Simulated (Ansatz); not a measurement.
Crystal: CdO (Monteponite).

```
Cd O
1.0
     0.00000    2.34950    2.34950
     2.34950    0.00000    2.34950
     2.34950    2.34950    0.00000
Cd O
1 1
Direct
  0.00000 0.00000 0.00000
  0.50000 0.50000 0.50000
```

Below is the output of Ansatz 0.2.0 for this cell. Logs are shortened: lines on timing, memory, paths and dates and some standing lists are left out, and cuts for length are marked.

```text
Warning: RAYON_NUM_THREADS=1 ignored (pool sized by the plan → 1); use --threads N
LAPW: plane waves up to 8.962 Å⁻¹, error target 1.0e-3 eV per atom; O in spheres of 1.046 Å, 8 of its electrons in bands, Dirac shells []; Cd in spheres of 1.303 Å, 30 of its electrons in bands, Dirac shells [] (how accurate: hamiltonian.pseudopotentials.lapw.basis_error, Limitations)
Engine: ansatz 0.2.0, aarch64-unknown-linux-gnu
Pseudopotentials: kind: all_electron
Pseudopotential: Cd, LAPW, valence charge 30, lapw/all_electron/none/Cd, Schrödinger's equation, point nucleus
Pseudopotential: O, LAPW, valence charge 8, lapw/all_electron/none/O, Schrödinger's equation, point nucleus
Functional definition: PBE
  parameter kappa = 0.804
  parameter beta = 0.06672455060314922
  exchange = pbe_x(kappa = kappa, mu = beta*pi^2/3)
  correlation = pbe_c(beta = beta)
Crystal: 2 atoms, lattice volume = 25.939 Å³
Basis set: ecut = 305.99142262469974 eV, 331 PW (Γ), exchange–correlation at level 2
Bands: 23, of which v1, the nominal top of the filled ones, is band 19 counted from 1 (18 counted from 0)
Symmetry: 48 space group operations
Space group: Fm-3m (ITA 225), of the structure as read, at distance tolerance 3.0e-5 Å
k-points: 47 of 1000
Non-local potential: Cd, projectors of the file, none
Non-local potential: O, projectors of the file, none
Initial density: superposition of atomic densities (chi_scale 0.1, normalization cell, long waves kept (reshape's long-wave potential 0.00 eV rms))
Initial wavefunctions: plane waves of lowest kinetic energy (no species holds an atomic orbital)
Functional: x = pbe(κ = 0.804, μ = 0.2195149727645171), c = pbe(β = 0.06672455060314922)
iter 1 solved again at ethr=8.73e-3 eV; its pass at ethr=1.00e-1 eV (dr2=3.32e0 eV) is discarded
SCF iter   1: F=—  HF=-150815.766208 eV  |F-HF|=—  |Δ(HF+E_count)|=         —  Δρ=9.70e-2  dr2=3.32e0  ethr=8.73e-3  ⟨swp⟩=2.0  Hψ=6318  notcnv=0
preconditioner: auto → none  [insulator: Δε(μ)=1.944 eV  Ē_g=16.162 eV  σ=0.050 eV  W_gap=1.00  n_scr=14 (ndim 8)  ℏωp=30.9 eV  f_vac=0.000  D(μ)=0.00/eV (n_scr^D=0)  ε∞_Penn≈4.7]
SCF iter   2: F=—  HF=-150814.841623 eV  |F-HF|=—  |Δ(HF+E_count)|=   9.25e-1  Δρ=4.51e-2  dr2=5.72e-1  ethr=8.73e-3  ⟨swp⟩=3.0  Hψ=3246  notcnv=0
SCF iter   3: F=—  HF=-150813.923422 eV  |F-HF|=—  |Δ(HF+E_count)|=   9.18e-1  Δρ=1.52e-2  dr2=8.47e-2  ethr=1.50e-3  ⟨swp⟩=3.0  Hψ=3505  notcnv=0
iter 4 solved again at ethr=9.46e-6 eV; its pass at ethr=2.23e-4 eV (dr2=3.60e-3 eV) is discarded
SCF iter   4: F=—  HF=-150813.910791 eV  |F-HF|=—  |Δ(HF+E_count)|=         —  Δρ=3.14e-3  dr2=3.60e-3  ethr=9.46e-6  ⟨swp⟩=2.0  Hψ=5500  notcnv=0
the basis was enlarged: its passes take 132.2 KiB over the memory plan, 1 of 1 planned eigensolver slots
SCF iter   5: F=—  HF=-150813.906829 eV  |F-HF|=—  |Δ(HF+E_count)|=   3.96e-3  Δρ=1.73e-3  dr2=1.06e-3  ethr=9.46e-6  ⟨swp⟩=2.0  Hψ=3103  notcnv=0
SCF iter   6: F=—  HF=-150813.906311 eV  |F-HF|=—  |Δ(HF+E_count)|=   5.18e-4  Δρ=1.77e-4  dr2=9.88e-6  ethr=2.78e-6  ⟨swp⟩=2.0  Hψ=3103  notcnv=0
SCF iter   7: F=-150813.906315 eV  HF=-150813.906315 eV  |F-HF|=4.94e-8  |Δ(HF+E_count)|=   3.79e-6  Δρ=1.17e-5  dr2=2.58e-8  ethr=2.60e-8  ⟨swp⟩=2.4  Hψ=3125  notcnv=0
SCF 1 converged in 7 iterations: F = -150813.906315 eV  dr2 = 2.58e-8
NSCF: frozen V_eff on 85 k-points
SCF converged after 7 iterations
Free energy (F): -150813.906315 eV
Harris-Foulkes:  -150813.906315 eV  (|F-HF|=4.94e-8)
Internal energy: -150813.906039 eV  (E = F + TS)
E sigma→0 (E₀):  -150813.906177 eV
Entropy (-TS):   -0.000276 eV (-0.138 meV/atom)
Fermi energy:    13.999061 eV
--- Per-component energies (eV) ---
  E_band       = -5074.580313
  E_kinetic    = 150749.023065
  E_xc         = -4338.355980
  E_electrostatic = -297224.573124  (all electrons and nuclei)
  E_smearing   = -0.000276  (= −TS)
  E_closure    = 0.000000  (closes the sum)
  E_atoms      = -150805.414835  (free atoms, spherical and without spin; not in F)
  Σ components = -150813.906315   (vs F -150813.906315, Δ=0.00e0)
  Basis errors (estimates in eV, not in F): energy 3.7e-4 per atom: plane waves 3.3e-4 (1.8e-4 summed), levels above the bands 1.1e-117, relativity 0.0e0, radial functions 3.7e-5, core shells 5.6e-8; eigenvalues (radial functions only) 1.6e-5; not estimated: angular momenta, meshes, grids; target (lapw.basis_error) 1.0e-3; muffin-tin radii O 1.046 Å, Cd 1.303 Å
--- Forces (eV/Å), atoms counted from 1 ---
  atom   1  Cd    -0.00000000    -0.00000000     0.00000000
  atom   2  O      0.00000000    -0.00000000    -0.00000000
  max |Σ_I F_I| component: 2.42e-30 eV/Å
--- Stress (GPa, compression-positive) ---
        8.189146      -0.000000       0.000000
       -0.000000       8.189146       0.000000
        0.000000       0.000000       8.189146
  P = ⅓ Tr σ = 8.1891 GPa (81.891 kbar)
--- Band table (eV; the first three rows and the last of 47) ---
  k-point 0: bands = ["-490.1690", "-379.5169", "-379.5169", "-379.5169", "-379.5070", "-379.5070", "-78.4395", "-45.6368", "-45.6368", "-45.6368", "-3.3429", "6.5146", "6.5146", "6.5146", "6.8048", "6.8048", "12.5665", "12.5665", "12.5665", "14.0354", "28.2195", "30.6315", "30.6315"]
  k-point 1: bands = ["-490.1690", "-379.5169", "-379.5169", "-379.5169", "-379.5070", "-379.5070", "-78.4393", "-45.6387", "-45.6371", "-45.6371", "-3.2766", "6.4825", "6.5326", "6.5326", "6.7492", "6.7492", "11.8353", "12.6880", "12.6880", "14.9037", "27.1958", "30.0201", "30.0201"]
  k-point 2: bands = ["-490.1690", "-379.5169", "-379.5169", "-379.5169", "-379.5070", "-379.5070", "-78.4389", "-45.6437", "-45.6378", "-45.6378", "-3.0974", "6.3675", "6.4491", "6.4491", "6.7489", "6.7489", "10.9245", "12.9972", "12.9972", "16.2205", "25.1599", "28.6092", "28.6092"]
  k-point 46: bands = ["-490.1690", "-379.5169", "-379.5169", "-379.5169", "-379.5070", "-379.5070", "-78.4371", "-45.6518", "-45.6485", "-45.6448", "-2.6646", "6.3086", "6.4832", "6.6009", "7.1619", "7.4142", "10.5509", "11.1408", "12.0432", "20.5580", "22.6172", "23.0760", "25.1456"]
```

Problem. What input gives this log?

Solution. Band structure with PBE, no spin polarisation. The files as run (others can give the same):

input.yaml
```yaml
crystal:
  lattice:
    - [0.0, 2.3495, 2.3495]
    - [2.3495, 0.0, 2.3495]
    - [2.3495, 2.3495, 0.0]
  atoms:
    - { symbol: Cd, position: [0.0, 0.0, 0.0] }
    - { symbol: O, position: [0.5, 0.5, 0.5] }
kpoints:
  mp_grid: { grid: [10, 10, 10] }
  band_path:
    path:
      - [0.0, 0.0, 0.0]
      - [0.5, 0.0, 0.5]
      - [0.5, 0.25, 0.75]
      - [0.375, 0.375, 0.75]
      - [0.0, 0.0, 0.0]
      - [0.5, 0.5, 0.5]
      - [0.625, 0.25, 0.625]
      - [0.5, 0.25, 0.75]
    npoints: 12
scf:
  occupations: { method: fermi_dirac, width: 0.05 }
hamiltonian:
  xc: pbe
  pseudopotentials:
    kind: all_electron
    lapw: { basis_error: 0.001 }
    relativity: none
output:
  forces: true
  stress: true
  eigenvalues: true
```

Potentials or basis: all-electron LAPW, non-relativistic.
The run is started by
```bash
$ ansatz run input.yaml --threads 1 --pin off --max-ram 3072MiB --backend cpu --events-out ev --progress --plain --runs-dir out
```

Caveat: relativity is left out, which matters for the heavier elements.
